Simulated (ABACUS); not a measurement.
Crystal: WC.

```
CELL_PARAMETERS angstrom
1.64035 -2.11804 0.00000
1.64035 2.11804 0.00000
0.00000 0.00000 4.30942
ATOMIC_POSITIONS crystal
W 0.50000 0.50000 0.50000
C 0.00000 0.00000 0.00000
```

The cell was built by a generator and needn't be a form met in nature.

| Property | Result |
| --- | --- |
| Program | ABACUS 3.10.1 |
| Task | single point |
| Functional | PBE |
| Potentials or basis | PseudoDojo NC SR 0.4.1 PBE standard |
| Cutoff | 1116 eV |
| Density cutoff | 4463 eV |
| Basis | plane waves |
| k mesh | 10 × 10 × 6 |
| Occupations | fermi-dirac, width 0.05 eV |
| Spin | no spin polarisation |

On this cell: pressure -32.2 GPa; largest force under 0.003 eV/Å; band gap on the k mesh none (metal or under the smearing width).

The same run follows on a disturbed copy (atoms moved at random, drawn with an rms of 0.05 Å):

```
W C
1.0
     1.64035   -2.11804    0.00000
     1.64035    2.11804    0.00000
     0.00000    0.00000    4.30942
W C
1 1
Direct
  0.51482 0.52270 0.49389
  0.99651 0.00720 0.99038
```

**Question.** What does the disturbed cell give?

**Answer.** The energy (extrapolated to zero smearing) moves by -3.1 meV/atom; pressure -32.2 GPa; largest force 0.223 eV/Å; band gap on the k mesh none (metal or under the smearing width).

Forces on the atoms (eV/Å):
```
W    0.188 -0.006  0.120
C   -0.188  0.006 -0.120
```

Stress tensor (GPa, compression positive):
```
-35.20   0.00   0.02
  0.00  -2.65   0.00
  0.02   0.00 -58.71
```

The energy falls, though the first cell shows no forces: that form is unstable against this distortion, unless noise or another electronic state is at work.

Caveats: a pressure of tens of GPa on the cell as given is suspect, and the run, the potentials or the cell itself is likely at fault (some runs); the cell as given lies far from equilibrium (some runs).
